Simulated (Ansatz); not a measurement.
**Pt: further runs on the relaxed cell**

The task here is to estimate one member of a computed series from the others.

This is Pt in the hcp structure; at room conditions it is fcc.

Method: DFT r2SCAN, scalar-relativistic, plane waves, PAW, in Ansatz 0.2.0.

1 further run of the same task is left out (set aside as unsound or not needed).

## The structure to begin with

Symmetry: P6_3/mmc, No. 194, hexagonal system. Conventional cell: a = 2.733 Å, b = 2.733 Å, c = 4.765 Å, α = 90.00°, β = 90.00°, γ = 120.00°. Pt (site symmetry -6m2) is surrounded by 12 Pt at 2.73 to 2.86 Å.

Structure file:

```cif
data_structure
_symmetry_space_group_name_H-M 'P6_3/mmc'
_symmetry_Int_Tables_number 194
_cell_length_a 2.7330
_cell_length_b 2.7330
_cell_length_c 4.7654
_cell_angle_alpha 90.000
_cell_angle_beta 90.000
_cell_angle_gamma 120.000
_cell_volume 30.82
loop_
_atom_site_label
_atom_site_type_symbol
_atom_site_symmetry_multiplicity
_atom_site_Wyckoff_symbol
_atom_site_fract_x
_atom_site_fract_y
_atom_site_fract_z
_atom_site_occupancy
Pt1 Pt 2 c 0.66667 0.33333 0.75000 1
```

It goes back to an entry of the Materials Project, which need not be the stable form.

This cell was relaxed beforehand with the same method: volume 15.41 Å³/atom, gap on the mesh none (metal).

Set-up of the first run:

Contents of input.yaml:

```yaml
crystal:
  lattice:
    - [2.7329693126, 0.0, 0.0]
    - [-1.3664846563, 2.3668208525, 0.0]
    - [0.0, 0.0, 4.7653532693]
  atoms:
    - { symbol: Pt, position: [0.6666666667, 0.3333333333, 0.75] }
    - { symbol: Pt, position: [0.3333333333, 0.6666666667, 0.25] }
basis:
  ecutwfc: 500
kpoints:
  mp_grid: { grid: [18, 18, 10] }
  band_path:
    path:
      - [[0.0, 0.0, 0.0], [0.5, 0.0, 0.0], [0.33333333, 0.33333333, 0.0], [0.0, 0.0, 0.0], [0.0, 0.0, 0.5], [0.5, 0.0, 0.5], [0.33333333, 0.33333333, 0.5], [0.0, 0.0, 0.5]]
      - [[0.5, 0.0, 0.5], [0.5, 0.0, 0.0]]
      - [[0.33333333, 0.33333333, 0.5], [0.33333333, 0.33333333, 0.0]]
    npoints: 14
hamiltonian:
  xc: r2scan
scf:
  occupations: { method: gaussian, width: 0.1 }
  n_extra_bands: 6
output:
  forces: true
  stress: true
  eigenvalues: true
  populations: true
  dos: { projected: true, de: 0.02, nscf_kmesh: { grid: [27, 27, 15] } }
  bader: true
  write_density: true
  write_potential: true
  elf: true
  volumetric_format: npy
```

Started as:

```sh
> ansatz run input.yaml --threads 1 --pin off --max-ram 2560MiB --backend cpu --events-out ev --progress --plain --runs-dir out
```

Steps of the session up to this table: Static run: bands, density of states and charges; The cell as listed, for comparison; Point at V/V0 = 0.97; The cell scaled to 1.03 of its volume; Point at V/V0 = 0.94; Point at V/V0 = 1.06; The cell scaled to 0.91 of its volume; The cell scaled to 1.10 of its volume; Volume × 0.88.

One of the session's tables, all rows but one given; the rest of the session is left out.

| volume (Å³/atom) | energy above the lowest point (meV/atom) | pressure (GPa) |
| --- | --- | --- |
| 13.563 | 238.3 | 47.36 |
| 14.025 | 124.7 | 31.92 |
| 14.487 | 51.7 | 19.18 |
| 14.950 | 12.0 | 8.66 |
| 15.412 | 0.0 | 0.01 |
| 15.875 | ? | ? |
| 16.337 | 39.7 | -12.85 |
| 16.953 | 101.3 | -18.81 |

Q: Estimate the row for volume (Å³/atom) = 15.875 from the others.

Worked estimate for «energy above the lowest point (meV/atom)». A straight line through the neighbours (15.412, 0.0) and (16.337, 39.7) gives 0.0 + (39.7 − 0.0) × (15.875 − 15.412) / (16.337 − 15.412) = 19.9; a parabola fitted to 4 rows on both sides gives 11.0.

The run gave: energy above the lowest point (meV/atom): 10.6; pressure (GPa): -7.08. In «energy above the lowest point (meV/atom)» the line misses by +9.3 and the parabola by +0.4.
